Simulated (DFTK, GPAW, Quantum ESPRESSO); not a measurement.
## Al2Au: 6 runs at one level of theory

```
CELL_PARAMETERS angstrom
0.00000 3.00000 3.00000
3.00000 0.00000 3.00000
3.00000 3.00000 0.00000
ATOMIC_POSITIONS crystal
Au 0.00000 0.00000 0.00000
Al 0.75000 0.75000 0.75000
Al 0.25000 0.25000 0.25000
```

Alike in all runs: task band structure; functional PBE; k mesh 8 × 8 × 8; occupations fermi-dirac, width 0.05 eV; no spin polarisation; no spin-orbit coupling. Pressure is positive in compression and, in plane waves, holds the error of the finite cutoff.

| program and potentials | plane-wave cutoff (eV) | notes | pressure (GPa) |
| --- | --- | --- | --- |
| DFTK, SG15 1.2 (PBE) | 1225 | 13.67 valence electrons an atom on average | 3.27 |
| DFTK, PseudoDojo SR PBE 0.5 stringent (PBE) | 1034 | 8.33 valence electrons an atom on average | 3.09 |
| DFTK, SPMS 1.0 (PBE) | 1225 | 8.33 valence electrons an atom on average | 3.27 |
| DFTK, in-house norm-conserving set (PBE, scalar relativistic) | 1034 | 8.33 valence electrons an atom on average | ? |
| GPAW, GPAW PAW data sets (gpaw-data 1.2.1) | 600 | 5.67 valence electrons an atom on average | 3.68 |
| Quantum ESPRESSO, PseudoDojo 0.4.1 SR PBE standard | 1034 | 8.33 valence electrons an atom on average | 3.09 |

Q: Estimate from the other rows what the run with DFTK, in-house norm-conserving set (PBE, scalar relativistic) gave.

A: Pressure 3.37 GPa. The other rows, which needn't bracket it: pressure 3.09 to 3.68.
